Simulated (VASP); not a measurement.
Write the native input for VASP 6.6.1 that does the following.

| Quantity | Value |
| --- | --- |
| Task | single point |
| Functional | PBE |
| Potentials or basis | VASP PAW PBE potentials, release 64 (Sr_sv, O) |
| Cutoff | 520 eV |
| k mesh | 8 × 8 × 8 |
| Occupations | fermi-dirac, width 0.02 eV |
| Spin | no spin polarisation |
| Dipole correction | no |
| Further INCAR settings | ALGO = Normal; EDIFF = 1e-06; NBANDS = 15 |

The structure of SrO lies in POSCAR:

```
SrO
1.0
    0.0000000000      2.6881284537      2.9486316035
    2.6881284537      0.0000000000      2.9486316035
    2.6881284537      2.6881284537      0.0000000000
Sr O
1 1
Direct
    0.0000000000      0.0000000000      0.0000000000
    0.2500000000      0.2500000000      0.2500000000
```

The cell was built by a generator and needn't be a form met in nature.

The cell isn't the ideal one: epitaxial_xy strain -3.7%.

The input as run:

INCAR

```
SYSTEM = SrO
PREC = Accurate
ENCUT = 520
EDIFF = 1E-6
ISMEAR = -1
SIGMA = 0.02
LREAL = .False.
LASPH = .True.
NELM = 80
ALGO = Normal
ISIF = 2
LWAVE = .False.
LCHARG = .False.
GGA = PE
NBANDS = 15
```

KPOINTS

```
regular mesh
0
Gamma
  8 8 8
  0 0 0
```

Potentials or basis: VASP PAW PBE potentials, release 64 (Sr_sv, O).

Launch:

```console
$ cat potpaw_PBE.64/Sr_sv/POTCAR potpaw_PBE.64/O/POTCAR > POTCAR
$ mpirun -np 1 vasp_std > vasp.out
```

Results of the run:

```
Pressure               : 2.6 GPa
Band gap on the k mesh : 2.53 eV, indirect (least direct gap 3.41 eV)
```

Run time: 20 s on 1 thread of AMD EPYC 9R45 (Zen 5), on a shared host, peak memory 0.15 GiB.
